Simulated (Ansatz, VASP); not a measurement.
# Y: VASP beside Ansatz

```
Y
1.0
     0.00000    2.53486    2.53486
     2.53486    0.00000    2.53486
     2.53486    2.53486    0.00000
Y
1
Direct
  0.00000 0.00000 0.00000
```

Change from the starting cell: volume scaled by 0.98.

Alike in both runs: task single point; functional PBE; k mesh 9 × 9 × 9; occupations fermi-dirac, width 0.05 eV; no spin polarisation.

|  | VASP | Ansatz |
| --- | --- | --- |
| version | VASP 6.6.1 | Ansatz 0.2.0 |
| potentials or method | VASP PAW PBE potentials, release 64 (Y_sv) | Ansatz PAW |
| plane-wave cutoff (eV) | 520 | 420 |
| valence electrons in the cell | 11 | 11 |

VASP gave:

| Quantity | Value |
| --- | --- |
| gap on the k mesh at the Fermi level (eV) | none |
| pressure (GPa) | -0.2 |

Task: Estimate Ansatz's values.

Result: gap on the k mesh at the Fermi level (eV): none; pressure (GPa): -0.1.

A gap of «none» marks a metal or a gap that the smearing closes. With one functional, cell and mesh, what is left measures potentials, basis and numerics.
